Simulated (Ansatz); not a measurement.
# SnO2: the cost of one run

Method: DFT PBEsol, scalar-relativistic, plane waves, PAW, in Ansatz 0.2.0.

17 further runs of the same task are left out: 17 set aside as unsound or not needed.

## (1) The system as given

It takes space group R-3m (No. 166, trigonal). The conventional cell has a = 3.211 Å, b = 3.211 Å, c = 13.231 Å, α = 90.00°, β = 90.00°, γ = 120.00°. Sn (site symmetry -3m) has 6 O at 2.10 Å as nearest neighbours. O (site symmetry 3m) is surrounded by 3 Sn at 2.10 Å.

Structure file:

```cif
data_structure
_symmetry_space_group_name_H-M 'R-3m:H'
_symmetry_Int_Tables_number 166
_cell_length_a 3.2108
_cell_length_b 3.2108
_cell_length_c 13.2311
_cell_angle_alpha 90.000
_cell_angle_beta 90.000
_cell_angle_gamma 120.000
_cell_volume 118.13
loop_
_atom_site_label
_atom_site_type_symbol
_atom_site_symmetry_multiplicity
_atom_site_Wyckoff_symbol
_atom_site_fract_x
_atom_site_fract_y
_atom_site_fract_z
_atom_site_occupancy
Sn1 Sn 3 b 0.66667 0.33333 0.83333 1
O1 O 6 c 0.33333 0.66667 0.90810 1
```

It goes back to an entry of the Materials Project, which need not be the stable form.

This cell was relaxed beforehand with the same method: volume 13.13 Å³/atom, gap on the mesh 1.80 eV.

## (2) What is varied

Atoms count from 1 in the order of the input.

The energy is mapped over a free internal coordinate and the cell.

- shift of O2 along [0 0 1], its symmetry partners moved as symmetry demands (measured in the relaxed cell): 7 values from −0.252 to 0.252 Å
- volume per atom at fixed shape: 7 values from 12.075 to 14.175 Å³

Nothing else is relaxed (all other coordinates fixed). Energies count from the relaxed crystal. Points are written as (first, second).

## (3) The run at (−0.252 Å, 12.075 Å³)

input.yaml reads:

```yaml
crystal:
  lattice:
    - [1.5613801911, 0.9014632736, 4.2894384516]
    - [-1.5613801911, 0.9014632736, 4.2894384516]
    - [0.0, -1.8029265473, 4.2894384516]
  atoms:
    - { symbol: Sn, position: [0.5, 0.5, 0.5] }
    - { symbol: O, position: [0.22239173, 0.22239173, 0.22239173] }
    - { symbol: O, position: [0.77760827, 0.77760827, 0.77760827] }
basis:
  ecutwfc: 520.0
kpoints:
  mp_grid: { grid: [12, 12, 12] }
hamiltonian:
  xc: pbesol
  pseudopotentials: { kind: paw, azcp: { folder: soft_1 } }
scf:
  occupations: { method: gaussian, width: 0.05 }
output:
  forces: true
  stress: true
  eigenvalues: true
```

Started as:

```bash
ansatz run input.yaml --threads 1 --pin off --max-ram 2048MiB --backend cpu --events-out ev --progress --plain --runs-dir out
```

Q: Estimate wall time and peak memory on 1 thread of Arm Neoverse N1, shared host.

About 16 s, with a peak of 0.39 GiB.
